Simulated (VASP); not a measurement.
Crystal: Si.

```
CELL_PARAMETERS angstrom
3.83132 0.00000 0.00000
-1.91566 3.31802 0.00000
0.00000 0.00000 6.33262
ATOMIC_POSITIONS crystal
Si 0.33333 0.66667 0.06301
Si 0.66667 0.33333 0.56301
Si 0.33333 0.66667 0.43699
Si 0.66667 0.33333 0.93699
```

This isn't the form of Si at room conditions, which is diamond.

```yaml
Program: VASP 6.6.1
Task: relaxation of cell and atoms
Functional: LDA
Potentials_or_basis: VASP PAW LDA potentials, release 64 (Si)
Cutoff: 600 eV
k_mesh: 9 × 9 × 4
Occupations: gaussian, width 0.03 eV
Spin: no spin polarisation
```

At the start: pressure -2.0 GPa; volume 20.13 Å³/atom.

Problem. Where does the relaxation end?

Solution. Over 3 steps the energy falls by 2.7 meV/atom and the volume is 19.70 Å³/atom (-2.1 %); space group P6_3/mmc (No. 194, to 0.05 Å).

Step by step:
| step | energy change (eV) | largest force (eV/Å) | pressure (GPa) | volume (Å³) |
| --- | --- | --- | --- | --- |
| 1 | 0.0000 | 0.0145 | -2.00 | 80.50 |
| 2 | -0.0055 | 0.0242 | 1.49 | 77.61 |
| 3 | -0.0109 | 0.0077 | 0.00 | 78.79 |

Final structure:
```xyz
4
Lattice="3.8035 0.0000 0.0000 -1.9018 3.2940 0.0000 0.0000 0.0000 6.2884" Properties=species:S:1:pos:R:3 pbc="T T T"
Si    0.0000    2.1960    0.3958
Si    1.9018    1.0980    3.5400
Si    0.0000    2.1960    2.7484
Si    1.9018    1.0980    5.8926
```
